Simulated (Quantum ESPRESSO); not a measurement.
**AgBr under changes of volume**

One of the cells (23.644 Å³/atom); the others are scaled copies at fixed shape and fractional positions:

```xyz
2
Lattice="0.0000 2.8702 2.8702 2.8702 0.0000 2.8702 2.8702 2.8702 0.0000" Properties=species:S:1:pos:R:3 pbc="T T T"
Ag    0.0000    0.0000    0.0000
Br    2.8702    2.8702    2.8702
```

| Item | Value |
| --- | --- |
| Program | Quantum ESPRESSO 7.5 |
| Functional | rev-vdW-DF2 |
| Potentials or basis | PseudoDojo 0.4.1 SR PBE standard |
| Cutoff | 1116 eV |
| Density cutoff | 4463 eV |
| k mesh | 8 × 8 × 8 |
| Occupations | fermi-dirac, width 0.05 eV |
| Spin | no spin polarisation |

| volume (Å³/atom) | energy over the lowest point (meV/atom) | pressure (GPa) |
| --- | --- | --- |
| 22.225 | ? | ? |
| 22.698 | 10.01 | 2.7 |
| 23.171 | 3.54 | 1.5 |
| 23.644 | 0.33 | 0.5 |
| 24.116 | 0.00 | -0.4 |
| 24.589 | 2.21 | -1.2 |
| 25.062 | 6.66 | -1.9 |

Question: What does the run at 22.225 Å³/atom give?

Answer: Energy over the lowest point 20.18 meV/atom; pressure 4.1 GPa.

Worked out: A Birch-Murnaghan fit of order 3 (a polynomial in V^(-2/3)) to the other rows has its minimum at 23.94 Å³/atom with B0 = V·E''(V) = 46 GPa and B' = 5.3. It gives 20.18 meV/atom at 22.225 Å³/atom, against the run's 20.18, and -dE/dV = 4.1 GPa, against 4.1.

Energies are extrapolated to zero smearing.

Caveats: the potentials were made for another functional, which shifts forces and pressure.
